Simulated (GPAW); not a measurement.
Write an ASE script for GPAW 26.7.0 that does the following.

| Quantity | Value |
| --- | --- |
| Task | equation of state |
| Functional | PBE |
| Potentials or basis | GPAW PAW data sets (gpaw-data 1.2.1) |
| Cutoff | 600 eV |
| Basis | pw |
| k mesh | 8 × 8 × 8 |
| Occupations | fermi-dirac, width 0.05 eV |
| Spin | no spin polarisation |
| Maxiter | 150 |
| Eos scales | [0.94, 0.96, 0.98, 1.0, 1.02, 1.04, 1.06] |

Crystal: GaAs.

```
As Ga
1.0
     0.00000    2.82685    2.82685
     2.82685    0.00000    2.82685
     2.82685    2.82685    0.00000
As Ga
1 1
Direct
  0.75000 0.75000 0.75000
  0.00000 0.00000 0.00000
```

The input as run:

run.py

```python
from ase import Atoms
from ase.eos import EquationOfState
from ase.io import Trajectory
from ase.units import GPa
from gpaw import GPAW, PW

atoms = Atoms(['As', 'Ga'],
              cell=[[0.0, 2.82685, 2.82685],
                    [2.82685, 0.0, 2.82685],
                    [2.82685, 2.82685, 0.0]],
              scaled_positions=[[0.75, 0.75, 0.75],
                                [0.0, 0.0, 0.0]],
              pbc=True)

traj = Trajectory('eos.traj', 'w')
volumes, energies = [], []
for x in [0.94, 0.96, 0.98, 1.0, 1.02, 1.04, 1.06]:
    a = atoms.copy()
    a.set_cell(atoms.cell * x**(1 / 3), scale_atoms=True)
    calc = GPAW(mode=PW(600),
                xc='PBE',
                kpts={'size': (8, 8, 8), 'gamma': True},
                occupations={'name': 'fermi-dirac', 'width': 0.05},
                nbands=11,
                convergence={'density': 1e-05, 'energy': 1e-05},
                maxiter=150,
                txt=f'eos-{x:.2f}.txt')
    a.calc = calc
    energies.append(a.get_potential_energy(force_consistent=True))
    volumes.append(a.get_volume())
    p = -a.get_stress()[:3].mean() / GPa
    calc.write(f'eos-{x:.2f}.gpw')
    traj.write(a)
    print(f'{x:.2f} {volumes[-1]:10.4f} A^3 {energies[-1]:14.6f} eV {p:9.3f} GPa', flush=True)

v0, e0, B = EquationOfState(volumes, energies, eos='birchmurnaghan').fit()
print(f'V0 = {v0:.4f} A^3, E0 = {e0:.6f} eV, B0 = {B / GPa:.2f} GPa')
```

Potentials or basis: GPAW PAW data sets (gpaw-data 1.2.1), pw.

Run with:

```sh
$ OMP_NUM_THREADS=1 python run.py
```

It gave:

```yaml
Equilibrium_volume: "23.99 Å³/atom (rough: see the caveat)"
Bulk_modulus: 62 GPa (rough)
```

Caveat: the minimum lies outside the volumes run.

Run time: 54 s on 1 thread of Arm Neoverse V2, on a shared host, peak memory 0.2 GiB.
